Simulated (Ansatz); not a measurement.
Thallium (simple cubic) across density functionals

All rows: Ansatz, plane waves with scalar-relativistic PAW, 420 eV (500 eV for the SCAN forms), relaxed under each functional, no dispersion correction, no zero-point motion. B₀ comes from uniform scaling at fixed shape; a dash is a value not given.

```json
{"functional": "PBE", "V (Å³/atom)": "34.28", "cell": "a = 3.249 Å", "B₀ (GPa)": "22", "magnetic state": "spin not included", "ΔE to hcp (meV/atom)": "139"}
{"functional": "r²SCAN", "V (Å³/atom)": "32.21", "cell": "a = 3.182 Å", "B₀ (GPa)": "28", "magnetic state": "spin not included", "ΔE to hcp (meV/atom)": "125"}
{"functional": "PBEsol", "V (Å³/atom)": "30.94", "cell": "a = 3.139 Å", "B₀ (GPa)": "31", "magnetic state": "spin not included", "ΔE to hcp (meV/atom)": "151"}
{"functional": "LDA", "V (Å³/atom)": "29.34", "cell": "a = 3.084 Å", "B₀ (GPa)": "37", "magnetic state": "spin not included", "ΔE to hcp (meV/atom)": "129"}
{"functional": "revPBE", "V (Å³/atom)": "36.27", "cell": "a = 3.310 Å", "B₀ (GPa)": "18", "magnetic state": "spin not included", "ΔE to hcp (meV/atom)": "134"}
{"functional": "RPBE", "V (Å³/atom)": "37.14", "cell": "a = 3.336 Å", "B₀ (GPa)": "16", "magnetic state": "spin not included", "ΔE to hcp (meV/atom)": "129"}
```

Problem. What does BLYP give?

Solution. V (Å³/atom): 38.65; cell: a = 3.381 Å; B₀ (GPa): 16; magnetic state: spin not included; ΔE to hcp (meV/atom): 72.
